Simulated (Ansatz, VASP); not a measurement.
# Two plane-wave programs on LiH

Contents of POSCAR:

```
LiH
1.0
   -0.0697879694      2.0753340405      2.0753340405
    2.0753340405     -0.0697879694      2.0753340405
    2.0753340405      2.0753340405     -0.0697879694
Li H
1 1
Direct
   -0.0032212396     -0.0032212396     -0.0032212396
    0.2532212396      0.2532212396      0.2532212396
```

The input INCAR.step1:

```
SYSTEM = LiH
  PREC = Accurate
  ENCUT = 520
  EDIFF = 1E-5
  ISMEAR = 0
  SIGMA = 0.01
  LREAL = .FALSE.
  LASPH = .TRUE.
  NELM = 100
  ALGO = Normal
  ISIF = 2
  LWAVE = .TRUE.
  LCHARG = .FALSE.
  NBANDS = 9
  GGA = PE
```

Contents of INCAR.step2:

```
SYSTEM = LiH
  PREC = Accurate
  ENCUT = 520
  EDIFF = 1E-7
  ISMEAR = 0
  SIGMA = 0.01
  LREAL = .FALSE.
  LASPH = .TRUE.
  NELM = 100
  ALGO = Normal
  ISIF = 2
  LWAVE = .FALSE.
  LCHARG = .FALSE.
  GGA = PE
  LHFCALC = .TRUE.
  HFSCREEN = 0.2079
  PRECFOCK = Normal
  NBANDS = 9
  ISTART = 1
```

Contents of KPOINTS:

```
regular mesh
0
G
  8 8 8
  0 0 0
```

Input for Ansatz:

```yaml
crystal:
  lattice:
    - [-0.0697879694, 2.0753340405, 2.0753340405]
    - [2.0753340405, -0.0697879694, 2.0753340405]
    - [2.0753340405, 2.0753340405, -0.0697879694]
  atoms:
    - { symbol: Li, position: [-0.0032212396, -0.0032212396, -0.0032212396] }
    - { symbol: H, position: [0.2532212396, 0.2532212396, 0.2532212396] }
kpoints:
  mp_grid: { grid: [8, 8, 8] }
  band_path:
    path:
      - [0.0, 0.0, 0.0]
      - [-0.5, -0.5, 0.0]
      - [-0.375, -0.375, 0.25]
      - [-0.375, 0.0, 0.375]
      - [0.0, 0.0, 0.5]
      - [-0.5, -0.25, 0.25]
      - [-0.15, -0.075, 0.425]
    npoints: 1
hamiltonian:
  xc: hse06
scf:
  occupations: { method: fixed }
  n_extra_bands: 4
output:
  forces: true
  stress: true
  eigenvalues: true
```

Change from the starting cell: shear_111 strain -4.9%.

Alike in both runs: task single point; functional HSE06; k mesh 8 × 8 × 8; no spin polarisation.

|  | VASP | Ansatz |
| --- | --- | --- |
| version | VASP 6.6.1 | Ansatz 0.2.0 |
| potentials or method | VASP PAW PBE potentials, release 64 (Li_sv, H) | plane waves, PAW |
| plane-wave cutoff (eV) | 520 | 420 |
| occupations | gaussian, width 0.01 eV | fixed |
| valence electrons in the cell | 4 | 4 |

```csv
,VASP,Ansatz,Ansatz less VASP
gap on the k mesh at the Fermi level (eV),5.27,5.27,0.000
```

Ansatz warned: «stress_exchange_threshold_loose».

 A k mesh can miss the band edges.
